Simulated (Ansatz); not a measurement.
The system is K.

```
CELL_PARAMETERS angstrom
-2.69756 2.69756 2.69756
2.69756 -2.69756 2.69756
2.69756 2.69756 -2.69756
ATOMIC_POSITIONS crystal
K 0.00000 0.00000 0.00000
```

* Program: Ansatz 0.2.0
* Task: relaxation of cell and atoms
* Functional: PBEsol
* Potentials or basis: Ansatz PAW
* Cutoff: 420 eV (not typed: the program's choice for these potentials)
* k mesh: 7 × 7 × 7
* Occupations: fermi-dirac, width 0.05 eV
* Spin: no spin polarisation

At the start: volume 78.52 Å³/atom.

Task: Where does the relaxation end?

Result: It ends after 5 steps and the volume is 70.96 Å³/atom (-9.6 %); space group Im-3m (No. 229, to 0.05 Å).

The path:
| step | energy change (eV) | largest force (eV/Å) | volume (Å³) |
| --- | --- | --- | --- |
| 1 | 0.0000 | 0.0000 | 78.52 |
| 2 | -0.0014 | 0.0000 | 77.76 |
| 3 | -0.0081 | 0.0000 | 69.74 |
| 4 | -0.0083 | 0.0000 | 70.96 |
| 5 | -0.0083 | 0.0000 | 70.96 |

Final structure:
```
K
1.0
    -2.60803    2.60803    2.60803
     2.60803   -2.60803    2.60803
     2.60803    2.60803   -2.60803
K
1
Direct
  0.00000 0.00000 0.00000
```

Caveat: the plane-wave basis is chosen anew once the cell has moved, so the energies of steps on either side of that aren't comparable; the PAW data sets come from PBE, with cores solved anew for the run's functional, which leaves a small shift of forces and pressure.
